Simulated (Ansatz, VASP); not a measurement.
# Mg in VASP and in Ansatz

File INCAR:

```
ALGO = Normal
EDIFF = 1E-6
ENCUT = 520
GGA = PS
ISIF = 2
ISMEAR = -1
LASPH = True
LCHARG = True
LELF = True
LREAL = False
LVHAR = True
LWAVE = False
NBANDS = 9
NELM = 60
PREC = Accurate
SIGMA = 0.05
```

The input KPOINTS:

```
k-points
0
Gamma
  10 10 5
```

POSCAR

```
Mg
1.0
    3.2093000000     -0.0641860000      0.0000000000
   -1.6602367066      2.8114283284      0.0000000000
    0.0000000000      0.0000000000      5.2103000000
Mg
2
Direct
    0.6666666667      0.3333333333      0.7500000000
    0.3333333333      0.6666666667      0.2500000000
```

Contents of input.yaml:

```yaml
crystal:
  lattice:
    - [3.2093, -0.064186, 0.0]
    - [-1.6602367066, 2.8114283284, 0.0]
    - [0.0, 0.0, 5.2103]
  atoms:
    - { symbol: Mg, position: [0.6666666667, 0.3333333333, 0.75] }
    - { symbol: Mg, position: [0.3333333333, 0.6666666667, 0.25] }
kpoints:
  mp_grid: { grid: [10, 10, 5] }
scf:
  occupations: { method: fermi_dirac, width: 0.05 }
hamiltonian:
  xc: pbesol
  pseudopotentials: { kind: all_electron, lapw: { basis_error: 0.001 } }
output:
  forces: true
  stress: true
  eigenvalues: true
```

Change from the starting cell: strain_shear_xy = -0.04.

Alike in both runs: task single point; functional PBEsol; k mesh 10 × 10 × 5; occupations fermi-dirac, width 0.05 eV; no spin polarisation.

```csv
,VASP,Ansatz
version,VASP 6.6.1,Ansatz 0.2.0
potentials or method,"VASP PAW PBE potentials, release 64 (Mg)","all-electron LAPW, scalar-relativistic"
plane-wave cutoff (eV),520,see its input
```

|  | VASP | Ansatz | Ansatz less VASP |
| --- | --- | --- | --- |
| gap on the k mesh at the Fermi level (eV) | none | none | - |
| pressure (GPa) | -1.1 | -1.0 | +0.04 |
| largest component of the traceless stress (GPa) | 0.73 | 0.73 | +0.004 |
| rms of the force components (eV/Å) | 0.018 | 0.018 | -0.0001 |

Atom by atom the forces differ by 0.000 eV/Å (rms over components). A gap of «none» marks a metal or a gap that the smearing closes. Ansatz ran all-electron here, so the differences hold the error of VASP's frozen core and of both bases.

Caveats: the PAW data sets were made with another functional, which shifts forces and pressure a little (VASP).
